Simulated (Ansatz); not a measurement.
**BN: a tetragonal deformation path**

The task here is to estimate one member of a computed series from the others.

Program: Ansatz 0.2.0. Level of theory: DFT PBE, scalar-relativistic, plane waves, PAW. These are calculated values, not measurements.

## The starting structure

Symmetry: F-43m, No. 216, cubic system. The conventional cell has a = 3.626 Å, b = 3.626 Å, c = 3.626 Å, α = 90.00°, β = 90.00°, γ = 90.00°. Around B (site symmetry -43m) lie 4 N at 1.57 Å. N (site symmetry -43m) is surrounded by 4 B at 1.57 Å.

As a file:

```cif
data_structure
_symmetry_space_group_name_H-M 'P 1'
_symmetry_Int_Tables_number 1
_cell_length_a 2.5640
_cell_length_b 2.5640
_cell_length_c 2.5640
_cell_angle_alpha 60.000
_cell_angle_beta 60.000
_cell_angle_gamma 60.000
_cell_volume 11.92
loop_
_atom_site_label
_atom_site_type_symbol
_atom_site_fract_x
_atom_site_fract_y
_atom_site_fract_z
_atom_site_occupancy
B1 B 0.00000 0.00000 0.00000 1
N1 N 0.75000 0.75000 0.75000 1
```

It goes back to an entry of the Materials Project.

No relaxation comes first: the listed cell is the starting point.

## The reference cell

Reference values: F = -542.2757 eV; pressure -0.41 GPa; largest force 0.000 eV/Å; gap on the mesh 4.46 eV. It was computed beforehand with the settings of the runs below.

The first run:

At fixed volume and fractional coordinates, lengths along (0.000, 0.000, 1.000) are scaled against those across it; ρ is that ratio over its starting value.

The input, input.yaml:

```yaml
crystal:
  lattice:
    - [0.0, 2.0351272637, 1.4388349754]
    - [2.0351272637, 0.0, 1.4388349754]
    - [2.0351272637, 2.0351272637, 0.0]
  atoms:
    - { symbol: B, position: [0.0, 0.0, 0.0] }
    - { symbol: "N", position: [0.75, 0.75, 0.75] }
basis:
  ecutwfc: 420
kpoints:
  mp_grid: { grid: [12, 12, 12] }
hamiltonian:
  xc: pbe
scf:
  occupations: { method: gaussian, width: 0.05 }
output:
  forces: true
  stress: true
  eigenvalues: true
```

Started as:

```bash
> ansatz run input.yaml --threads 1 --pin off --max-ram 2560MiB --backend cpu --events-out ev --progress --plain --runs-dir out
```

Steps of the session up to this table: At ρ = 0.707; Point ρ = 1.414; ρ = 0.850; Point ρ = 1.200; ρ = 0.780; ρ = 1.300; At ρ = 0.920; Point ρ = 1.100; Point ρ = 0.650; Point ρ = 1.500; At ρ = 0.960; At ρ = 1.050.

One of the session's tables, all rows but one given; the rest of the session is left out.

```
    ρ  ΔE (meV/atom)  pressure (GPa)  gap on the mesh (eV)
0.650          955.9            -6.4                  0.00
0.707          657.4            -4.5                  0.79
0.780              ?               ?                     ?
0.850          170.4            -1.1                  2.10
0.920           48.4            -0.5                  3.11
0.960           12.1            -0.4                  3.76
1.000            0.0            -0.4                  4.46
1.050           18.7            -0.4                  4.02
1.100           74.7            -0.4                  3.60
1.200          293.4             0.0                  2.79
1.300          643.7             1.3                  1.93
1.414         1183.7             4.3                  0.87
1.500         1675.3             7.7                  0.00
```

Q: Estimate the row for ρ = 0.780 from the others.

Worked estimate for «ΔE (meV/atom)». A straight line through the neighbours (0.707, 657.4) and (0.850, 170.4) gives 657.4 + (170.4 − 657.4) × (0.780 − 0.707) / (0.850 − 0.707) = 408.8; a parabola fitted to 4 rows on both sides gives 366.2.

**Answer.** ΔE (meV/atom): 367.2; pressure (GPa): -2.4; gap on the mesh (eV): 1.31. In «ΔE (meV/atom)» the line misses by +41.6 and the parabola by -1.0.

Where the gap reads zero, the mesh chosen for the insulator is on the coarse side.

Limits of these values: The final runs have no spin polarisation, so a magnetic state may lie lower.
